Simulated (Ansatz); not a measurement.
A one-shot G0W0 calculation of a 4-atom cell of AlN started from a crystallographic database with the plane-wave code Ansatz, at the level G0W0@PBE with 308 empty bands, a screening cutoff of 220 eV and a 6×6×4 mesh. The geometry is the r2SCAN minimum.

```yaml
crystal:
  lattice:
    - [3.1066945029, 0.0, 0.0]
    - [-1.5533472514, 2.6904763613, 0.0]
    - [0.0, 0.0, 4.9785885515]
  atoms:
    - { symbol: Al, position: [0.3333333333, 0.6666666667, -0.000795604] }
    - { symbol: Al, position: [0.6666666667, 0.3333333333, 0.499204396] }
    - { symbol: "N", position: [0.3333333333, 0.6666666667, 0.380795604] }
    - { symbol: "N", position: [0.6666666667, 0.3333333333, 0.880795604] }
kpoints:
  mp_grid: { grid: [6, 6, 4] }
hamiltonian:
  xc: pbe
scf:
  occupations: { method: fixed }
gw:
  n_empty_bands: 308
  ecut_chi: 220
  qp_bands: [v2, c2]
  qp_kpoints: band_edges
  screening: { model: contour_deformation }
```

Some lines of the output have been replaced by numbered gaps.
```
Functional definition: PBE
Crystal: 4 atoms, lattice volume = 41.613 Å³
Basis set: ecut = 420 eV, 809 PW (Γ)
Bands: 12, of which v1, the nominal top of the filled ones, is band 8 counted from 1 (7 counted from 0)
[1]
preconditioner: auto → none  [insulator: Δε(μ)=4.228 eV  ℏωp=23.0 eV]
Free energy (F): -1848.493216 eV
Fermi energy:    7.189196 eV
--- Per-component energies (eV) ---
  E_band       = 31.010957
  E_kinetic    = 319.360080
  E_local      = -447.426000
  E_nonlocal   = 110.925331
  E_hartree    = 155.445496
  E_xc         = -203.842291
  E_vxc        = -216.146158
  E_paw        = -1190.385592
  E_vpaw       = -46.593532
  E_ewald      = -592.570436
--- G₀W₀: contour deformation, 6 samples at zero and on the imaginary axis and 2 off it, 144 q-points, 308 empty bands' worth ---
    ik  band        ε_KS         Σx   Σc(E_QP)       V_xc       Z   E_QP_lin       E_QP  E_QP is
     0     7      6.9788   -21.7590     2.9233   -17.6971  0.7804     5.8280     5.8402  root
     0     8  [2]
     0     9  [3]
     0    10     13.8965    -7.9480    -4.5372   -13.2324  0.8227    14.6479    14.6436  root
     1     7      6.8793   -21.7619     2.9582   -17.6536  0.7800     5.7166     5.7292  root
     1     8  [4]
     1     9     12.3837   -10.1359    -4.1640   -14.9542  0.8092    13.0409    13.0380  root
     1    10     14.0132    -8.2369    -4.5809   -13.5726  0.8182    14.7725    14.7680  root
     2     7      6.6460   -21.7581     3.0320   -17.5511  0.7789     5.4575     5.4711  root
     2     8  [5]
     2     9  [6]
     2    10  [7]
     3     7      6.8996   -21.8350     2.9562   -17.7324  0.7799     5.7407     5.7531  root
     3     8      7.0179   -21.7384     2.8992   -17.7136  0.7798     5.8804     5.8923  root
     3     9     12.6973   -10.1029    -4.2283   -15.0059  0.8075    13.3752    13.3719  root
     3    10  [8]
     4     7      6.6454   -21.5331     2.9869   -17.3769  0.7791     5.4626     5.4761  root
     4     8      6.7421   -21.7633     2.9960   -17.6035  0.7794     5.5652     5.5783  root
     4     9     13.1368    -9.6021    -4.3467   -14.6346  0.8069    13.8261    13.8225  root
     4    10     14.9785    -8.2342    -4.7937   -13.8121  0.8079    15.7683    15.7627  root
     6     7      6.3224   -21.2585     3.0252   -17.0460  0.7781     5.1206     5.1350  root
     6     8      6.6409   -21.8103     3.0288   -17.6076  0.7789     5.4535     5.4670  root
     6     9     13.4553    -7.2069    -4.4204   -12.2449  0.8192    14.0759    14.0729  root
     6    10  [9]
     7     7      6.3955   -21.4910     3.0522   -17.2489  0.7778     5.1910     5.2055  root
     7     8      6.4165   -21.6765     3.0774   -17.4017  0.7782     5.2047     5.2192  root
     7     9     12.8555    -6.8345    -4.3168   -11.7142  0.8237    13.4207    13.4183  root
     7    10     13.8334    -6.6602    -4.4944   -11.7584  0.8188    14.4402    14.4372  root
     8     7      5.9332   -21.4621     3.1955   -17.0209  0.7763     4.6709     4.6875  root
     8     8      5.9332   -21.4621     3.1955   -17.0209  0.7763     4.6709     4.6875  root
     8     9     13.1300    -6.9498    -4.3504   -11.8757  0.8211    13.7080    13.7055  root
     8    10     13.1300    -6.9498    -4.3504   -11.8757  0.8211    13.7080    13.7055  root
     9     7      5.4164   -20.2829     3.1082   -15.9280  0.7763     4.1519     4.1698  root
     9     8      6.5010   -21.7839     3.0648   -17.5309  0.7784     5.2988     5.3129  root
     9     9     13.0008    -6.7304    -4.2579   -11.5195  0.8198    13.5341    13.5320  root
     9    10     13.0331    -6.1592    -4.3192   -11.0362  0.8294    13.5931    13.5908  root
  […]
```

The points are ik 0 = (0, 0, 0) (Γ), ik 1 = (0, 0, 1/4), ik 2 = (0, 0, -1/2) (A), ik 3 = (0, 1/6, 0), ik 4 = (0, 1/6, 1/4), ik 6 = (0, 1/3, 0), ik 7 = (0, 1/3, 1/4), ik 8 = (0, 1/3, -1/2), ik 9 = (0, -1/2, 0) (M), ik 10 = (0, -1/2, 1/4), ik 11 = (0, -1/2, -1/2) (L), ik 15 = (1/6, 1/3, 0); band 8 is the last filled one.

**Question.** Fill in the blanks. They hold quasiparticle rows, the symmetry found.

**Answer.**
```
[1]
Symmetry: 12 space group operations
Space group: P63mc (ITA 186)
[2]
     0     8      7.1892   -21.7663     2.8471   -17.8114  0.7805     6.0700     6.0813  root
[3]
     0     9     11.4215    -9.7952    -4.0653   -14.4674  0.8156    12.0307    12.0283  root
[4]
     1     8      6.8793   -21.7619     2.9582   -17.6536  0.7800     5.7166     5.7292  root
[5]
     2     8      6.6460   -21.7581     3.0320   -17.5511  0.7789     5.4575     5.4711  root
[6]
     2     9     13.6907    -9.3653    -4.5409   -14.6519  0.8070    14.4409    14.4364  root
[7]
     2    10     13.6907    -9.3653    -4.5409   -14.6519  0.8070    14.4409    14.4364  root
[8]
     3    10     14.9531    -7.8898    -4.7137   -13.3950  0.8161    15.7500    15.7447  root
[9]
     6    10     13.9011    -6.1817    -4.5044   -11.2618  0.8189    14.4795    14.4767  root
```
Only the leading digits can be foreseen; the rest is this run's record.

Over the mesh points the PBE gap of 4.23 eV becomes a quasiparticle gap of 5.95 eV (direct at Γ), a change of +1.72 eV. Renormalisation factors Z lie between 0.77 and 0.83. G0W0 values are finite-basis, finite-mesh values.

Command: `ansatz run input.yaml --threads 2 --pin off --max-ram 2211MiB --backend cpu --events-out ev --progress --plain --runs-dir out`.

**Question.** What wall time did it need on 2 threads of AMD EPYC 9R45 96-Core Processor (Zen 5) (shared host), load about 0.3 per core, and what peak of host memory did it reach?

**Answer.** About 2.2 min, with a peak of 0.81 GiB.

Calculated for a static, non-magnetic cell.
